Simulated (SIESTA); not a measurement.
The system is InSe.

```xyz
4
Lattice="2.0000 1.1547 8.4400 -2.0000 1.1547 8.4400 0.0000 -2.3094 8.4400" Properties=species:S:1:pos:R:3 pbc="T T T"
In    0.0000    0.0000   22.4994
In    0.0000    0.0000    0.0000
Se    0.0000    0.0000    4.3525
Se    0.0000    0.0000    9.7102
```

Program: SIESTA 5.4.2. Alike in all runs: task band structure; cell as given; smearing fermi-dirac 0.05 eV; grid cutoff 500 Ry.

Q: Order these runs on this cell by their pressure, lowest first.
A. level LDA-PZ; potentials or basis PseudoDojo 0.4 standard (LDA files), DZP (energy shift 0.002 Ry; radii capped at 9.5 bohr); spin off; k mesh 8 × 8 × 8; energy shift 0.002 Ry
B. level PBEsol; potentials or basis PseudoDojo 0.4 standard (PBEsol files, fully relativistic), TZP (energy shift 0.002 Ry; radii capped at 9.5 bohr); spin non-collinear, zero start, SOC; k mesh 6 × 6 × 6; energy shift 0.002 Ry
C. level BLYP; potentials or basis PseudoDojo 0.4 standard (PBE files), DZP (energy shift 0.003 Ry; two zetas on semicore shells); spin off; k mesh 8 × 8 × 8; energy shift 0.003 Ry

A: A (0.1 GPa), B (1.7 GPa), C (6.3 GPa).

Caveats: the basis of atomic orbitals isn't converged, which shifts pressures, moduli and gaps; semicore shells carry a single zeta, which can move pressures by several GPa and volumes by a few percent (some runs); the potentials were made for another functional, which shifts forces and pressure (some runs).

Not every run made on this cell is shown here.
